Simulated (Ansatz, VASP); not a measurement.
Pb: VASP beside Ansatz

```
CELL_PARAMETERS angstrom
3.28479 0.00000 0.00000
0.00000 3.28479 0.00000
0.00000 0.00000 3.28479
ATOMIC_POSITIONS crystal
Pb 0.00000 0.00000 0.00000
```

Alike in both runs: task single point; functional revPBE; k mesh 11 × 11 × 11; occupations fermi-dirac, width 0.1 eV; no spin polarisation.

```csv
,VASP,Ansatz
version,VASP 6.6.1,Ansatz 0.2.0
potentials or method,"VASP PAW PBE potentials, release 64 (Pb_d)","plane waves (420 eV) with PAW, scalar-relativistic"
plane-wave cutoff (eV),520,420
valence electrons in the cell,14,14
```

```tsv
	VASP	Ansatz	Ansatz less VASP
pressure (GPa)	0.0	0.1	+0.04
```

Caveats: the PAW data sets were made with another functional, which shifts forces and pressure a little (VASP). Spin-orbit coupling is left out, which matters for the levels of Pb.
